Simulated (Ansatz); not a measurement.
Set up this calculation in Ansatz 0.2.0, as the native input.

```yaml
Task: band structure
Functional: r2SCAN
Potentials_or_basis: Ansatz PAW
Cutoff: "500 eV (not typed: the program's choice for these potentials)"
k_mesh: 5 × 8 × 5
Occupations: fermi-dirac, width 0.05 eV
Spin: collinear spin, ferromagnetic start
Starting_moments: "[1.0, 1.0, 1.0, 1.0, 0.0, 0.0, 0.0, 0.0] μB"
Path: "[[\"G\", \"X\", \"S\", \"Y\", \"G\", \"Z\", \"U\", \"R\", \"T\", \"Z\"], [\"Y\", \"T\"], [\"U\", \"X\"], [\"S\", \"R\"]]"
Points_for_each_segment_of_the_path: 10
```

SiNi:

```
Ni Si
1.0
     5.17310    0.00000    0.00000
     0.00000    3.33810    0.00000
     0.00000    0.00000    5.60490
Ni Si
4 4
Cartesian
  5.1328 2.5036 4.5539
  2.6268 0.8345 1.7514
  2.5463 2.5036 3.8535
  0.0403 0.8345 1.0510
  3.5111 0.8345 5.1425
  4.2486 2.5036 2.3400
  0.9245 0.8345 3.2649
  1.6620 2.5036 0.4624
```

The input as run:

input.yaml

```yaml
crystal:
  lattice:
    - [5.1731, 0.0, 0.0]
    - [0.0, 3.3381, 0.0]
    - [0.0, 0.0, 5.6049]
  atoms:
    - { symbol: Ni, position: [0.99221, 0.75, 0.81248], spin: 1.0 }
    - { symbol: Ni, position: [0.50779, 0.25, 0.31248], spin: 1.0 }
    - { symbol: Ni, position: [0.49221, 0.75, 0.68752], spin: 1.0 }
    - { symbol: Ni, position: [0.00779, 0.25, 0.18752], spin: 1.0 }
    - { symbol: Si, position: [0.67872, 0.25, 0.9175] }
    - { symbol: Si, position: [0.82128, 0.75, 0.4175] }
    - { symbol: Si, position: [0.17872, 0.25, 0.5825] }
    - { symbol: Si, position: [0.32128, 0.75, 0.0825] }
hamiltonian:
  xc: r2scan
  pseudopotentials: { kind: paw }
magnetization:
  spin_polarized: true
kpoints:
  mp_grid: { grid: [5, 8, 5] }
  band_path:
    path:
      - [[0.0, 0.0, 0.0], [0.0, -0.5, 0.0], [-0.5, -0.5, 0.0], [-0.5, 0.0, 0.0], [0.0, 0.0, 0.0], [0.0, 0.0, -0.5], [0.0, -0.5, -0.5], [-0.5, -0.5, -0.5], [-0.5, 0.0, -0.5], [0.0, 0.0, -0.5]]
      - [[-0.5, 0.0, 0.0], [-0.5, 0.0, -0.5]]
      - [[0.0, -0.5, -0.5], [0.0, -0.5, 0.0]]
      - [[-0.5, -0.5, 0.0], [-0.5, -0.5, -0.5]]
    npoints: 10
scf:
  occupations: { method: fermi_dirac, width: 0.05 }
  n_extra_bands: 20
output:
  forces: true
  stress: true
  eigenvalues: true
  fatbands: false
```

Potentials or basis: Ansatz PAW.

Command:

```sh
$ ansatz run input.yaml --threads 4 --pin off --max-ram 11264MiB --backend cpu --events-out ev --progress --plain --runs-dir out
```

It gave:

| Property | Result |
| --- | --- |
| Pressure | -3.2 GPa |
| Largest force | 0.146 eV/Å |
| Band gap on the k mesh | none (metal or under the smearing width) |
| Net moment | 0.00 μB per cell |
| Absolute moment | 0.00 μB per cell |

Caveat: the magnetic or orbital state may not be the lowest; the PAW data sets come from PBE, with cores solved anew for the run's functional, which leaves a small shift of forces and pressure; the starting moments weren't kept.

Run time: 64 s on 4 threads of Arm Neoverse V2, on a shared host, peak memory 1.2 GiB.
